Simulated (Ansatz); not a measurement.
**Zone-centre phonons of ScAl3 at 11 GPa: input and output**

Method: DFT PBEsol, scalar-relativistic, plane waves, PAW in Ansatz.

Launched with:
```bash
ansatz run input.yaml --threads 1 --pin off --max-ram 3072MiB --backend cpu --events-out ev --progress --plain --runs-dir out
```

Input (bare energies are in eV):
```yaml
crystal:
  lattice:
    - [3.9414167322, 0.0, 0.0]
    - [0.0, 3.9414167322, 0.0]
    - [0.0, 0.0, 3.9414167322]
  atoms:
    - { symbol: Sc, position: [0.0, 0.0, 0.0] }
    - { symbol: Al, position: [0.5, 0.0, 0.5] }
    - { symbol: Al, position: [0.0, 0.5, 0.5] }
    - { symbol: Al, position: [0.5, 0.5, 0.0] }
basis:
  ecutwfc: 420
kpoints:
  mp_grid: { grid: [10, 10, 10] }
hamiltonian:
  xc: pbesol
scf:
  occupations: { method: fermi_dirac, width: 0.15 }
output:
  eigenvalues: true
phonons:
  method: dfpt
  eigenvectors: true
```

The end of the output:
```
--- Phonons (Γ-DFPT): 3 representative perturbations + reference, on 216 of 1000 k-points (Σ response iterations 9) ---
  k mesh reduced under 8 symmetry operations, with k and −k counted as one. Each operation leaves every solved displacement unchanged or reverses it
  ASR residual: 1.107e-3 → 0.000e0 eV/Å²; symmetrization residual: 3.734e-6 eV/Å²
  ASR residual per site (eV/Å²): 1.11e-3 3.09e-5 3.09e-5 3.09e-5
  Γ frequencies (cm⁻¹): 0.00 0.00 0.00 282.22 282.22 282.22 299.03 299.03 299.03 391.42 391.42 391.42
  non-analytic LO–TO correction: not included (Born effective charges unavailable; polar crystals: no LO–TO splitting at Γ)
```

It took 68 s on 1 thread of Intel(R) Xeon(R) Platinum 8259CL CPU @ 2.50GHz (Skylake/Cascade Lake) (shared host), peak memory 0.99 GiB.

In a metal, frequencies and elastic constants depend on the k mesh and the smearing, soft modes and shear constants most. Other phases may be more stable at this pressure.